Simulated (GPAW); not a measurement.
Runs of GPAW 26.7.0 on MoS2. It takes space group P6_3/mmc (No. 194, hexagonal). The conventional cell has a = 3.169 Å, b = 3.169 Å, c = 12.324 Å, α = 90.00°, β = 90.00°, γ = 120.00°. Around Mo (site symmetry -6m2) lie 6 S at 2.41 Å. Around S (site symmetry 3m) lie 3 Mo at 2.41 Å. 

| task | level | potentials or basis | cell | k mesh | cutoff (eV) | smearing | ranks | maxiter | response ecut | eta | scissors | gap on the mesh (eV) | pressure (GPa) | largest force (eV/Å) |
| --- | --- | --- | --- | --- | --- | --- | --- | --- | --- | --- | --- | --- | --- | --- |
| single point | PBEsol | PAW data sets generated in the run's folder for this functional, pw | atoms moved at random, drawn with an rms of 0.05 Å | 10 × 10 × 3 | 600 | fermi-dirac 0.05 eV | 4 | 150 | - | - | - | 0.86 | -3.8 | 1.47 |
| optical spectrum | LDA | the program's PAW data sets (release 1.2.1) made for this functional, pw | as given | 8 × 8 × 2 | 450 | fermi-dirac 0.001 eV | - | 150 | 50 eV | 0.1 eV | 2 eV | 0.90 | - | - |
| single point | LDA | the program's PAW data sets (release 1.2.1) made for this functional, pw | as given | 8 × 8 × 2 | 450 | fermi-dirac 0.05 eV | - | 120 | - | - | - | 0.90 | -6.3 | 0.53 |
| single point | PBE | GPAW PAW data sets (gpaw-data 1.2.1), pw | as given | 8 × 8 × 2 | 500 | fermi-dirac 0.05 eV | - | 120 | - | - | - | 0.97 | (a) | (b) |
| optical spectrum | LDA | the program's PAW data sets (release 1.2.1) made for this functional, pw | as given | 8 × 8 × 2 | 450 | fermi-dirac 0.001 eV | - | 150 | 50 eV | 0.1 eV | 1.5 eV | 0.90 | - | - |

Alike in all rows: no spin polarisation.

Problem. Estimate the missing entries.

Solution. (a) 1.9; (b) 0.06.

Caveats: an odd mesh through Γ misses points on the zone boundary, where band edges often lie (some runs); the long-wavelength limit can be off by several per cent where d states take part (some runs); independent-particle spectra lack excitons (some runs); the cutoff is short for stress and forces, so pressures can be off by a GPa or more (some runs); this functional lacks dispersion, which binds the layers, so the pressure and a relaxed spacing across them are unreliable (some runs).

A k mesh can miss the band edges, and the runs leave out spin-orbit coupling on Mo.
